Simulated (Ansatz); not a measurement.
What does this script print? It uses the Ansatz DFT code, driven from Python.

Script `run_vcrelax.py`:
```python
"""Relax cell and ions of BeS."""

from pathlib import Path
import logging
import sys

import ansatz
from ase import Atoms
from ase.data import atomic_numbers
from ase.io import write
import numpy as np
import spglib

logging.basicConfig(stream=sys.stdout, format="%(name)s: %(message)s")
log = logging.getLogger("run")
log.setLevel(logging.INFO)

def edges_and_angles(cell):
    cell = np.asarray(cell)
    a, b, c = np.linalg.norm(cell, axis=1)
    cosines = cell[1] @ cell[2] / (b * c), cell[0] @ cell[2] / (a * c), cell[0] @ cell[1] / (a * b)
    return (a, b, c, *np.degrees(np.arccos(cosines)))

crystal = (
    ansatz.Lattice.from_parameters(3.429468, 3.429468, 3.429468, alpha=60.0, beta=60.0, gamma=60.0)
    .atom("Be", [0.0, 0.0, 0.0])
    .atom("S", [0.25, 0.25, 0.25])
)

# every cell quantity that the symmetry leaves free
model = (
    crystal.calculation()
    .accuracy("low")
    .occupations("Fixed")
    .scf(tolerance=1e-09)
    .functional(exchange="b88", correlation="lyp")
    .initial_density(normalization="cell")
    .basis(530, density_ratio=6)
    .kpoints(density=2.5)
    .relax(force_tolerance=0.001, cell=True)
    .density()
    .potential()
    .electron_localization_function()
    .output_files(volumetric_format="npy")
)
steps = []


def follow(event):
    if event["event"] != "relax_step":
        return
    row = event["data"]
    steps.append(row)
    log.info(f"step {row['step']:3d}  E = {row['lagrangian_ev']:.5f} eV  largest force component = {row['allowed_force_max_ev_ang']:.4f} eV/A  P = {row['pressure_gpa']:.3f} GPa")


outcome = model.session().plan(threads=1).execute(on_event=follow)
summary = outcome.report

first, last = steps[0], steps[-1]
symbols = [site.symbol for site in outcome.lattice.sites]
log.info(f"energy gained {first['lagrangian_ev'] - last['lagrangian_ev']:.4f} eV in {len(steps) - 1} steps")
for label, vectors in (("before", first["cell_ang"]), ("after", outcome.lattice.cell_ang)):
    print(label, "a b c (A) {:.4f} {:.4f} {:.4f}  angles {:.2f} {:.2f} {:.2f}".format(*edges_and_angles(vectors)), f" V = {abs(np.linalg.det(vectors)):.3f} A^3")
print("final stress xx yy zz (GPa, compression positive):", np.round(np.diag(summary["stress_gpa"]), 3) + 0.0)

fractions = [site.position_frac for site in outcome.lattice.sites]
numbers = [atomic_numbers[s] for s in symbols]
for tolerance in (1e-3, 1e-2, 1e-1):
    print(f"space group at {tolerance} A:", spglib.get_spacegroup((outcome.lattice.cell_ang, fractions, numbers), symprec=tolerance))

relaxed = Atoms(symbols, positions=[site.position_ang for site in outcome.lattice.sites], cell=outcome.lattice.cell_ang, pbc=True)
write("relaxed.cif", relaxed, format="cif")

log.info("%-22s %14.5f eV" % ("F = E - TS", summary["free_energy_ev"]))
log.info("%-22s %14.5f eV" % ("E", summary["internal_energy_ev"]))
log.info("%-22s %14.5f eV" % ("Harris-Foulkes", summary["harris_foulkes_ev"]))
log.info("%-22s %14.5f eV" % ("Fermi level", summary["fermi_energy_ev"]))

folder = Path(outcome.write_results("fields"))
log.info("densities in e/A^3, potentials in eV, ELF without unit")
for name in sorted(p.name for p in folder.glob("*.npy")):
    field = np.load(folder / name)
    log.info(f"{name:16s} {str(field.shape):16s} min {field.min():10.4f}  mean {field.mean():10.4f}  max {field.max():10.4f}")

rho = outcome.density()
total = sum(ch.density_e_per_ang3 for ch in rho.channels[:2]) if len(rho.channels) < 3 else rho.channels[0].density_e_per_ang3
print("grid", rho.dims, "electrons", round(float(total.mean() * rho.cell_volume_ang3), 4))
log.info(f"density range {total.min():.4f} to {total.max():.4f} e/A^3")
print(np.array2string(total[:: max(rho.dims[0] // 8, 1), :: max(rho.dims[1] // 8, 1), 0], precision=3, suppress_small=True))
```

`python run_vcrelax.py` gives:
```text
DeckWarning: relax.cell: scf.convergence.dr2_threshold = 1e-9 eV is looser than the 2e-10 eV advised for a relaxation that steers and ends on the stress (1e-10 eV for each atom of the cell: 2). What an SCF threshold leaves in a stress goes as its square root, and in the free energy as the threshold itself, and one threshold admits the most on a small cell: of the crystals measured, under no hybrid functional and no lock of the moments, on runs that ended without the residual-converged pass, on [...]
run: step   1  E = -1001.89064 eV  largest force component = 0.0000 eV/A  P = 4.668 GPa
run: step   2  E = -1001.90702 eV  largest force component = 0.0000 eV/A  P = 1.896 GPa
run: step   3  E = -1001.91060 eV  largest force component = 0.0000 eV/A  P = 0.120 GPa
run: step   4  E = -1001.91061 eV  largest force component = 0.0000 eV/A  P = 0.003 GPa
run: step   5  E = -1001.91065 eV  largest force component = 0.0000 eV/A  P = 0.004 GPa
run: energy gained 0.0200 eV in 4 steps
before a b c (A) 3.4295 3.4295 3.4295  angles 60.00 60.00 60.00  V = 28.521 A^3
after a b c (A) 3.4857 3.4857 3.4857  angles 60.00 60.00 60.00  V = 29.948 A^3
final stress xx yy zz (GPa, compression positive): [0.004 0.004 0.004]
space group at 0.001 A: F-43m (216)
space group at 0.01 A: F-43m (216)
space group at 0.1 A: F-43m (216)
run: F = E - TS                -1001.91065 eV
run: E                         -1001.91065 eV
run: Harris-Foulkes            -1001.91065 eV
run: Fermi level                   5.15366 eV
run: densities in e/A^3, potentials in eV, ELF without unit
run: elf.npy          (36, 36, 36)     min     0.0000  mean     0.3961  max     0.9375
run: rho.npy          (36, 36, 36)     min    -0.0448  mean     0.2671  max     1.2882
run: v_es.npy         (36, 36, 36)     min   -51.1608  mean     2.3397  max     9.8849
run: v_tot.npy        (36, 36, 36)     min   -72.8032  mean    -6.7114  max    11.7542
grid (36, 36, 36) electrons 8.0
run: density range -0.0448 to 1.2882 e/A^3
[[0.047 0.162 0.236 0.244 0.253 0.253 0.244 0.236 0.162]
 [0.162 0.298 0.397 0.501 0.548 0.501 0.397 0.298 0.162]
 [0.236 0.397 0.647 0.831 0.831 0.647 0.397 0.236 0.169]
 [0.244 0.501 0.831 0.929 0.831 0.501 0.244 0.134 0.134]
 [0.253 0.548 0.831 0.831 0.548 0.253 0.111 0.072 0.111]
 [0.253 0.501 0.647 0.501 0.253 0.104 0.049 0.049 0.104]
 [0.244 0.397 0.397 0.244 0.111 0.049 0.032 0.049 0.111]
 [0.236 0.298 0.236 0.134 0.072 0.049 0.049 0.072 0.134]
 [0.162 0.162 0.169 0.134 0.111 0.104 0.111 0.134 0.169]]
```
(Warnings from the package without file and line, shortened.)

`relaxed.cif`, as written:
```cif
data_image0
_chemical_formula_structural       BeS
_chemical_formula_sum              "Be1 S1"
_cell_length_a       3.485739952112539
_cell_length_b       3.485739952112539
_cell_length_c       3.4857399521125396
_cell_angle_alpha    59.99999999999999
_cell_angle_beta     59.99999999999999
_cell_angle_gamma    59.99999999999999

_space_group_name_H-M_alt    "P 1"
_space_group_IT_number       1

loop_
  _space_group_symop_operation_xyz
  'x, y, z'

loop_
  _atom_site_type_symbol
  _atom_site_label
  _atom_site_symmetry_multiplicity
  _atom_site_fract_x
  _atom_site_fract_y
  _atom_site_fract_z
  _atom_site_occupancy
  Be  Be1       1.0  6.210803841763074e-34  0.0  1.9487540523686587e-34  1.0000
  S   S1        1.0  0.2499999999999999  0.25000000000000006  0.25  1.0000
```

These settings explore the input space; cutoff and mesh may be short of convergence. Forces vanish by symmetry, so the ions can't move, and the end may be a saddle. Under fixed occupations the level called the Fermi level is the highest filled one on the SCF mesh; off the mesh a filled band can lie a little above it. An absolute Fermi energy rests on an arbitrary zero of the periodic potential and has no direct meaning. Energies along a relaxation are free energies. Rows at an unchanged volume are solved on a plane-wave basis chosen afresh for that cell, so the energy jumps there and such rows are no steps of the walk. Edges and angles are those of the cell as typed, here a primitive one, not of the conventional cell. Of the deposited cell: the entry's cell lengths or inner coordinates differ somewhat from later room-temperature determinations. Densities and potentials on the grid are those of the valence electrons, and inside the cores they hang on the potentials used. The structure is a deposited one; some such entries were measured under pressure or heat, so a shift against it needn't be the functional's error alone. The whole script took 4.8 s on 1 thread of Arm Neoverse V1, with other jobs on the host, peak memory 0.42 GiB.

(Lines on the test bed's own set-up are left out of the output.)
